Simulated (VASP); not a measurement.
**Al: relaxation of the atoms with PBE**

The system is Al.

```
Al
1.0
     0.00000    2.03408    2.03408
     2.03408    0.00000    2.03408
     2.03408    2.03408    0.00000
Al
1
Direct
  0.00000 0.00000 0.00000
```

The cell isn't the ideal one: a relaxed cell with its volume scaled by 1.02.

| Item | Value |
| --- | --- |
| Program | VASP 6.6.1 |
| Task | relaxation of the atoms |
| Functional | PBE |
| Potentials or basis | VASP PAW PBE potentials, release 64 (Al) |
| Cutoff | 300 eV |
| k mesh | 8 × 8 × 8 |
| Occupations | methfessel-paxton, width 0.1 eV |
| Spin | no spin polarisation |
| Further INCAR settings | ALGO = Fast; EDIFF = 1e-07; IBRION = 2; EDIFFG = -0.01; NSW = 40 |

The pressure after relaxing is -1.6 GPa. The band gap on the k mesh is none (metal or under the smearing width).

Final structure:
```cif
data_structure
_symmetry_space_group_name_H-M 'P 1'
_symmetry_Int_Tables_number 1
_cell_length_a 2.8766
_cell_length_b 2.8766
_cell_length_c 2.8766
_cell_angle_alpha 60.000
_cell_angle_beta 60.000
_cell_angle_gamma 60.000
_cell_volume 16.83
loop_
_atom_site_label
_atom_site_type_symbol
_atom_site_fract_x
_atom_site_fract_y
_atom_site_fract_z
_atom_site_occupancy
Al1 Al 0.00000 0.00000 0.00000 1
```

Levels at points of the mesh, in eV from the Fermi level:
```csv
k point,band 1,band 2,band 3,band 4,band 5
"(0.00, 0.00, 0.00)",-11.09,12.46,12.46,12.46,13.76
"(0.50, 0.00, 0.00)",-4.61,-4.44,11.11,11.11,11.30
"(0.50, 0.50, 0.00)",-2.97,-1.69,5.18,5.41,5.41
```

It took 0.9 s on 1 thread of Intel(R) Xeon(R) 6975P-C (Granite Rapids) (shared host), peak memory 0.11 GiB.

Caveat: the relaxation stopped at its first step, so nothing moved.
